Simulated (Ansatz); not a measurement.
Start from GeTe (space group R3m, No. 160; layered).

```yaml
crystal:
  lattice:
    - [2.09351, 1.20869, 3.68680]
    - [-2.09351, 1.20869, 3.68680]
    - [0.00000, -2.41737, 3.68680]
  atoms:
    - { symbol: Ge, position: [0.23184, 0.23184, 0.23184] }
    - { symbol: Te, position: [0.76816, 0.76816, 0.76816] }
```

Cartesian axes are those of the cell as printed.

Computed with r2SCAN in Ansatz (plane waves to 500 eV, PAW, no SOC).

Before the change:

```
Property           Result
---------------  --------
Volume per atom  27.99 Å³
Pressure         0.00 GPa
```

Modification: compressive biaxial strain of 0.71 % in the plane normal to [001], as in epitaxy on a mismatched substrate; the out-of-plane cell vector and the atoms relax.

How does this affect the volume per atom, energy relative to the base and pressure?

The volume per atom shrinks by 0.174 Å³ (27.99 Å³ → 27.81 Å³); the energy increases by 0.8 meV/atom; the pressure (mean of the normal stresses, compression positive) goes from zero to 0.45 GPa.

No phonon test of stability was made. No dispersion term is included, though the crystal is made of layers, chains or molecules, so its spacings can come out too wide.

Ansatz is a quantum-chemistry and plane-wave program.
